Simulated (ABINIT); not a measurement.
# InSe (C2/m) in ABINIT: reference runs

How does InSe come out in PBEsol? The cell is run as given and disturbed.

Program: ABINIT 10.8.3 (patched build). These are calculated values, not measurements. Logs are shortened: lines on timing, memory, paths and dates and some standing lists are left out, and cuts for length are marked. The log counts tension as positive stress, the text compression.

### 1 The crystal as given

It takes space group C2/m (No. 12, monoclinic). The conventional cell has a = 11.653 Å, b = 4.109 Å, c = 5.073 Å, α = 90.00°, β = 109.86°, γ = 90.00°. In (site symmetry m) is surrounded by 3 Se at 2.68 to 2.69 Å and 1 In at 2.80 Å. Se (site symmetry m) is surrounded by 3 In at 2.68 to 2.69 Å.

The cell comes from a database or a generator and needn't be the stable form of this composition.

### 2 Single point, PBEsol

run.abi reads:

```
# Pseudopotentials
pp_dirpath "./"
pseudos "In.GGA_PBE-JTH.xml, Se.GGA_PBE-JTH.xml"

# Structure
acell 11.6748430538 11.6748430538 9.5865738133
rprim
     0.9430779312    -0.3325718204     0.0000000000
     0.9430779312     0.3325718204     0.0000000000
    -0.3396874117     0.0000000000     0.9405383896
ntypat 2
znucl 49 34
natom 4
typat 1 1 2 2
xcart
    10.2693236022     0.0000000000     0.2234964227
    -0.3397708600     0.0000000000     4.5478514350
     6.5488811973     0.0000000000     3.1918199644
     3.3806715449     0.0000000000     1.5795278933 Angstrom
chkprim 0
chksymtnons 0
tolsym 1.0e-6

# Plane-wave basis
ecut 22.0
pawecutdg 44.0
pawxcdev 0

# k points
kptopt 1
ngkpt 7 7 6
nshiftk 1
shiftk 0.0 0.0 0.0

# Exchange and correlation
ixc -116133

# Bands and occupations
nband 23
occopt 3
tsmear 0.00183747

# SCF cycle
nstep 100
tolvrs 1.0e-9

# Output
iomode 3
prtwf 0
prteig 0
prtebands 0
enunit 2
prtden 1
prtvha 1
prtvclmb 1
prtpot 1
```

Potentials or basis: JTH PAW PBE v2.0.

Run with:

```console
mpirun --bind-to none -np 4 abinit run.abi > log 2>&1
```

run.abo:

```text
.Version 10.8.3 of ABINIT
 Symmetries : space group C2/m (# 12); Bravais mC (1-face-center monocl.)
================================================================================
 Values of the parameters that define the memory need of the present run
     intxc =       0    ionmov =       0      iscf =      17    lmnmax =      18
     lnmax =       6     mgfft =      50  mpssoang =       3    mqgrid =    3001
     natom =       4  nloc_mem =       2    nspden =       1   nspinor =       1
    nsppol =       1      nsym =       4    n1xccc =       1    ntypat =       2
    occopt =       3   xclevel =       2
       mpw =        3818          nfft =      112500          nkpt =          88
Pmy_natom=         1
 PAW method is used; the additional fine FFT grid is defined by:
   mgfftf=        72    nfftf =    311040
================================================================================
================================================================================

--------------------------------------------------------------------------------
------------- Echo of variables that govern the present computation ------------
--------------------------------------------------------------------------------
 -outvars: echo values of preprocessed input variables --------
            acell      1.1674843054E+01  1.1674843054E+01  9.5865738133E+00 Bohr
              amu      1.14820000E+02  7.89600000E+01
          chkprim           0
      chksymtnons           0
             ecut      2.20000000E+01 Hartree
           enunit           2
                       outvar_i_n : Printing only first  50 k-points.
              ixc     -116133
                       outvar_i_n : Printing only first  50 k-points.
         kptrlatt        7    0    0      0    7    0      0    0    6
          kptrlen      5.43581333E+01
            natom           4
            nband          23
            ngfft          50      50      45
          ngfftdg          72      72      60
             nkpt          88
            nstep         100
             nsym           4
           ntypat           2
                       prtocc : prtvol=0, do not print more k-points.
           occopt           3
        pawecutdg      4.40000000E+01 Hartree
         pawxcdev           0
        prtebands           0
           prteig           0
           prtpot           1
         prtvclmb           1
           prtvha           1
            prtwf           0
            rprim      9.4307793120E-01 -3.3257182040E-01  0.0000000000E+00
                       9.4307793120E-01  3.3257182040E-01  0.0000000000E+00
                      -3.3968741170E-01  0.0000000000E+00  9.4053838960E-01
          spgroup          12
           tolsym      1.00000000E-06
           tolvrs      1.00000000E-09
           tsmear      1.83747000E-03 Hartree
            typat      1  1  2  2
           useylm           1
                       outvars : Printing only first  50 k-points.
           xangst      1.0269323602E+01  1.0822782419E-17  2.2349642270E-01
                      -3.3977086000E-01 -1.2067937267E-17  4.5478514350E+00
                       6.5488811973E+00  8.0424792887E-17  3.1918199644E+00
                       3.3806715449E+00  1.6790808324E-17  1.5795278933E+00
            xcart      1.9406209106E+01  2.0452094691E-17  4.2234702902E-01
                      -6.4207387096E-01 -2.2805096339E-17  8.5941936735E+00
                       1.2375591894E+01  1.5198083229E-16  6.0316655759E+00
                       6.3885433415E+00  3.1730029165E-17  2.9848751266E+00
             xred      8.8820325059E-01  8.8820325059E-01  4.6841360036E-02
                       1.1179675010E-01  1.1179675010E-01  9.5315864067E-01
                       6.6092759045E-01  6.6092759045E-01  6.6895562047E-01
                       3.3907241023E-01  3.3907241023E-01  3.3104438023E-01
            znucl       49.00000   34.00000

================================================================================

 chkinp: Checking input parameters for consistency.

================================================================================
== DATASET  1 ==================================================================

--- !DatasetInfo
iteration_state: {dtset: 1, }
dimensions: {natom: 4, nkpt: 88, mband: 23, nsppol: 1, nspinor: 1, nspden: 1, mpw: 3818, }
cutoff_energies: {ecut:  22.0, pawecutdg:  44.0, }
electrons: {nelect:   3.80000000E+01, charge:   0.00000000E+00, occopt:   3.00000000E+00, tsmear:   1.83747000E-03, }
meta: {optdriver: 0, ionmov: 0, optcell: 0, iscf: 17, paral_kgb: 0, }
...

 Real(R)+Recip(G) space primitive vectors, cartesian coordinates (Bohr,Bohr^-1):
 R(1)= 11.0102868 -3.8827238  0.0000000  G(1)=  0.0454121 -0.1287756  0.0164011
[... 99 lines left out ...]
    1        2.50645         11.14261665
    2        2.50645         11.14261665
    3        2.21132          3.92366095
    4        2.21132          3.92366095

================================================================================

 ----iterations are completed or convergence reached----

 Mean square residual over all n,k,spin=   78.320E-09; max=  33.841E-06
 reduced coordinates (array xred) for    4 atoms
       0.888203250586      0.888203250586      0.046841360036
       0.111796750095      0.111796750095      0.953158640668
       0.660927590447      0.660927590447      0.668955620474
       0.339072410234      0.339072410234      0.331044380230
 rms dE/dt=  6.7431E-03; max dE/dt=  1.3202E-02; dE/dt below (all hartree)
    1       0.006362206385      0.006362206385     -0.000602082276
    2      -0.006362206385     -0.006362206385      0.000602082276
    3      -0.002934156535     -0.002934156535      0.013201574642
    4       0.002934156535      0.002934156535     -0.013201574642

 cartesian coordinates (angstrom) at end:
    1     10.26932360220000     0.00000000000000     0.22349642270000
    2     -0.33977086000000    -0.00000000000000     4.54785143500000
    3      6.54888119730000     0.00000000000000     3.19181996440000
    4      3.38067154490000     0.00000000000000     1.57952789330000

 cartesian forces (hartree/bohr) at end:
    1     -0.00057784201996     0.00000000000000    -0.00014191969361
    2      0.00057784201996    -0.00000000000000     0.00014191969361
    3      0.00026649228846    -0.00000000000000    -0.00136790364781
    4     -0.00026649228846     0.00000000000000     0.00136790364781
 frms,max,avg= 6.1863036E-04 1.3679036E-03   0.000E+00  0.000E+00  0.000E+00 h/b

 cartesian forces (eV/Angstrom) at end:
    1     -0.02971383136135     0.00000000000000    -0.00729780406616
    2      0.02971383136135    -0.00000000000000     0.00729780406616
    3      0.01370358444842    -0.00000000000000    -0.07034043372629
    4     -0.01370358444842     0.00000000000000     0.07034043372629
 frms,max,avg= 3.1811252E-02 7.0340434E-02   0.000E+00  0.000E+00  0.000E+00 e/A
 length scales= 11.674843053800 11.674843053800  9.586573813300 bohr
              =  6.178060880749  6.178060880749  5.072996389196 angstroms
 Fermi (or HOMO) energy (hartree) =   0.08807   Average Vxc (hartree)=  -0.34620
 Eigenvalues (hartree) for nkpt=  88  k points:
 kpt#   1, nband= 23, wtk=  0.00340, kpt=  0.0000  0.0000  0.0000 (reduced coord)
  -0.46263   -0.45838   -0.45146   -0.45033   -0.44891   -0.44879   -0.44700   -0.44538
  -0.44433   -0.43866   -0.41587   -0.35418   -0.10512   -0.07254   -0.06877   -0.01471
  -0.00454    0.01807    0.02628    0.16557    0.17630    0.19933    0.24507
      occupation numbers for kpt#   1
   2.00000    2.00000    2.00000    2.00000    2.00000    2.00000    2.00000    2.00000
   2.00000    2.00000    2.00000    2.00000    2.00000    2.00000    2.00000    2.00000
   2.00000    2.00000    2.00000    0.00000    0.00000    0.00000    0.00000
 prteigrs : prtvol=0 or 1, do not print more k-points.

 Fermi (or HOMO) energy (eV) =   2.39646   Average Vxc (eV)=  -9.42068
 Eigenvalues (   eV  ) for nkpt=  88  k points:
 kpt#   1, nband= 23, wtk=  0.00340, kpt=  0.0000  0.0000  0.0000 (reduced coord)
 -12.58876  -12.47309  -12.28481  -12.25414  -12.21554  -12.21214  -12.16342  -12.11949
 -12.09084  -11.93662  -11.31630   -9.63774   -2.86039   -1.97392   -1.87137   -0.40025
  -0.12358    0.49182    0.71522    4.50531    4.79728    5.42410    6.66874
 prteigrs : prtvol=0 or 1, do not print more k-points.

--- !EnergyTerms
iteration_state     : {dtset: 1, }
comment             : Components of total free energy in Hartree
kinetic             :  3.47251158408271E+01
hartree             :  5.08127474032209E+01
xc                  : -2.74655159706059E+01
Ewald energy        : -9.12910719150540E+01
psp_core            :  5.60372768399131E+00
local_psp           : -1.36442624954986E+02
PAW spherical_terms :  2.87456908608605E+01
internal            : -1.35311931051746E+02
'-kT*entropy'       : -1.73059012056548E-08
total_energy        : -1.35311931069052E+02
total_energy_eV     : -3.68202522000954E+03
...

--- !EnergyTermsDC
iteration_state     : {dtset: 1, }
comment             : '"Double-counting" decomposition of free energy'
band_energy         : -1.09948018876438E+01
Ewald energy        : -9.12910719150540E+01
psp_core            :  5.60372768399131E+00
xc_dc               : -6.16783315105084E+01
PAW spherical_terms :  2.30485455302939E+01
internal            : -1.35311932098921E+02
'-kT*entropy'       : -1.73059012056548E-08
total_energy_dc     : -1.35311932116227E+02
total_energy_dc_eV  : -3.68202524850461E+03
...

--- !EnergyTermsWithPAWCore
iteration_state     : {dtset: 1, }
comment             : 'Components of total free energy, including PAW core contributions'
Total energy        : -1.66150980693050E+04
Total energy DC     : -1.66150980703522E+04
Total energy (eV)   : -4.52119851078712E+05
Total energy DC (eV): -4.52119851107207E+05
...

 Cartesian components of stress tensor (hartree/bohr^3)
  sigma(1 1)=  5.05878523E-05  sigma(3 2)=  0.00000000E+00
  sigma(2 2)=  3.87074501E-05  sigma(3 1)= -9.88877819E-08
  sigma(3 3)=  3.14967529E-05  sigma(2 1)=  0.00000000E+00

-Cartesian components of stress tensor (GPa)         [Pressure= -1.1846E+00 GPa]
- sigma(1 1)=  1.48834600E+00  sigma(3 2)=  0.00000000E+00
- sigma(2 2)=  1.13881250E+00  sigma(3 1)= -2.90937899E-03
- sigma(3 3)=  9.26666463E-01  sigma(2 1)=  0.00000000E+00

== END DATASET(S) ==============================================================
================================================================================

 -outvars: echo values of variables after computation  --------
            acell      1.1674843054E+01  1.1674843054E+01  9.5865738133E+00 Bohr
           etotal     -1.3531193212E+02
            fcart     -5.7784201996E-04  7.6441089478E-21 -1.4191969361E-04
                       5.7784201996E-04 -3.5567861094E-20  1.4191969361E-04
                       2.6649228846E-04 -2.7151318078E-20 -1.3679036478E-03
                      -2.6649228846E-04  5.5075070225E-20  1.3679036478E-03
            rprim      9.4307793120E-01 -3.3257182040E-01  0.0000000000E+00
                       9.4307793120E-01  3.3257182040E-01  0.0000000000E+00
                      -3.3968741170E-01  0.0000000000E+00  9.4053838960E-01
           strten      5.0587852301E-05  3.8707450123E-05  3.1496752904E-05
                       0.0000000000E+00 -9.8887781916E-08  0.0000000000E+00
           xangst      1.0269323602E+01  1.0822782419E-17  2.2349642270E-01
                      -3.3977086000E-01 -1.2067937267E-17  4.5478514350E+00
                       6.5488811973E+00  8.0424792887E-17  3.1918199644E+00
                       3.3806715449E+00  1.6790808324E-17  1.5795278933E+00
             xred      8.8820325059E-01  8.8820325059E-01  4.6841360036E-02
                       1.1179675010E-01  1.1179675010E-01  9.5315864067E-01
                       6.6092759045E-01  6.6092759045E-01  6.6895562047E-01
                       3.3907241023E-01  3.3907241023E-01  3.3104438023E-01
 Calculation completed.
```

It took 1.7 min on 4 MPI ranks of Arm Neoverse V2, shared host; peak memory 0.84 GiB.

What came out:

| Quantity | Value |
| --- | --- |
| Free energy | -3682.0252 eV |
| Pressure | -1.2 GPa |
| Largest force | 0.072 eV/Å |
| Band gap on the k mesh | 1.06 eV, indirect (least direct gap 1.15 eV) |
| Valence electrons inside the program's atomic spheres | In 11.14; Se 3.92 |

Forces on the atoms (eV/Å):
```
In  -0.030  0.000 -0.007
In   0.030  0.000  0.007
Se   0.014  0.000 -0.070
Se  -0.014  0.000  0.070
```

Caveat: the PAW data sets were made with another functional, which shifts forces and pressure a little; spin-orbit coupling is left out, which moves the levels of the heavy elements; an odd mesh through Γ misses points on the zone boundary, where band edges often lie. Expect the measured gap to be larger: semilocal functionals such as PBEsol lack the derivative discontinuity.

### 3 Single point, PBEsol (atoms moved at random, drawn with an rms of 0.05 Å)

run.abi reads:

```
# Pseudopotentials
pp_dirpath "./"
pseudos "In.GGA_PBE-JTH.xml, Se.GGA_PBE-JTH.xml"

# Structure
acell 6.178060885 6.178060885 5.0729963926 Angstrom
rprim
     0.9430779312    -0.3325718204     0.0000000000
     0.9430779312     0.3325718204     0.0000000000
    -0.3396874117     0.0000000000     0.9405383896
ntypat 2
znucl 49 34
natom 4
typat 1 1 2 2
xred
     0.8872450000     0.8921990000     0.0483360000
     0.1141470000     0.1169050000     0.9492620000
     0.6542730000     0.6640000000     0.6720480000
     0.3481000000     0.3374030000     0.3368180000
chkprim 0
chksymtnons 0
tolsym 1.0e-6

# Plane-wave basis
ecut 22.0
pawecutdg 44.0
pawxcdev 0

# k points
kptopt 1
ngkpt 7 7 6
nshiftk 1
shiftk 0.0 0.0 0.0

# Exchange and correlation
ixc -116133

# Bands and occupations
nband 23
occopt 3
tsmear 0.05 eV

# SCF cycle
nstep 100
tolvrs 1.0e-9

# Output
iomode 3
prtwf 0
prtden 0
prteig 0
prtebands 0
enunit 2
```

Potentials or basis: JTH PAW PBE v2.0.

Run with:

```console
mpirun --bind-to none -np 4 abinit run.abi > log 2>&1
```

run.abo:

```text
.Version 10.8.3 of ABINIT
 Symmetries : space group P1 (#  1); Bravais aP (primitive triclinic)
================================================================================
 Values of the parameters that define the memory need of the present run
     intxc =       0    ionmov =       0      iscf =      17    lmnmax =      18
     lnmax =       6     mgfft =      50  mpssoang =       3    mqgrid =    3001
     natom =       4  nloc_mem =       2    nspden =       1   nspinor =       1
    nsppol =       1      nsym =       1    n1xccc =       1    ntypat =       2
    occopt =       3   xclevel =       2
       mpw =        3818          nfft =      112500          nkpt =         148
Pmy_natom=         1
 PAW method is used; the additional fine FFT grid is defined by:
   mgfftf=        72    nfftf =    311040
================================================================================
================================================================================

[... 285 lines left out ...]

 -outvars: echo values of variables after computation  --------
            acell      1.1674843062E+01  1.1674843062E+01  9.5865738197E+00 Bohr
           etotal     -1.3531110477E+02
            fcart      2.9513529505E-03 -2.1382917767E-03 -8.1153767593E-04
                      -6.7959946087E-03  1.1603271169E-03  6.6561586339E-03
                       6.4699290378E-03 -2.3129297397E-03 -4.8899755751E-03
                      -2.6252873795E-03  3.2908943996E-03 -9.5464538289E-04
            rprim      9.4307793120E-01 -3.3257182040E-01  0.0000000000E+00
                       9.4307793120E-01  3.3257182040E-01  0.0000000000E+00
                      -3.3968741170E-01  0.0000000000E+00  9.4053838960E-01
           strten      5.9312693872E-05  1.1000815318E-05  2.6249915826E-05
                      -1.7943889204E-05  1.9033705428E-05  8.4120525779E-06
           xangst      1.0284445658E+01  1.0178730923E-02  2.3062787004E-01
                      -2.8959989019E-01  5.6667218181E-03  4.5292592099E+00
                       6.5226811181E+00  1.9985570386E-02  3.2065747850E+00
                       3.4135938999E+00 -2.1978579872E-02  1.6070758427E+00
             xred      8.8724500000E-01  8.9219900000E-01  4.8336000000E-02
                       1.1414700000E-01  1.1690500000E-01  9.4926200000E-01
                       6.5427300000E-01  6.6400000000E-01  6.7204800000E-01
                       3.4810000000E-01  3.3740300000E-01  3.3681800000E-01
 Calculation completed.
```

Wall time 3 min (4 MPI ranks of Arm Neoverse V2, shared host); peak memory 0.96 GiB.

What came out:

| Property | Result |
| --- | --- |
| Free energy | -3682.0027 eV |
| Pressure | -0.9 GPa |
| Largest force | 0.493 eV/Å |
| Band gap on the k mesh | 0.95 eV, indirect (least direct gap 1.08 eV) |
| Valence electrons inside the program's atomic spheres | In 11.13, 11.15; Se 3.93, 3.91 |

Forces in eV/Å, atoms in the order of the input:
```
In   0.152 -0.110 -0.042
In  -0.349  0.060  0.342
Se   0.333 -0.119 -0.251
Se  -0.135  0.169 -0.049
```

Stress tensor (GPa, compression positive):
```
-1.75 -0.25 -0.56
-0.25 -0.32  0.53
-0.56  0.53 -0.77
```

Levels at points of the mesh, in eV from the valence-band top:
| k point | band 15 | band 16 | band 17 | band 18 | band 19 | band 20 | band 21 | band 22 | band 23 |
| --- | --- | --- | --- | --- | --- | --- | --- | --- | --- |
| (0.00, 0.00, 0.00) | -3.69 | -2.21 | -2.06 | -1.42 | -1.28 | 2.55 | 2.86 | 3.47 | 4.93 |
| (0.00, 0.00, 0.50) | -2.20 | -1.91 | -1.56 | -1.14 | -0.34 | 0.95 | 2.06 | 3.37 | 3.92 |

Caveat: the PAW data sets were made with another functional, which shifts forces and pressure a little; spin-orbit coupling is left out, which moves the levels of the heavy elements; an odd mesh through Γ misses points on the zone boundary, where band edges often lie.
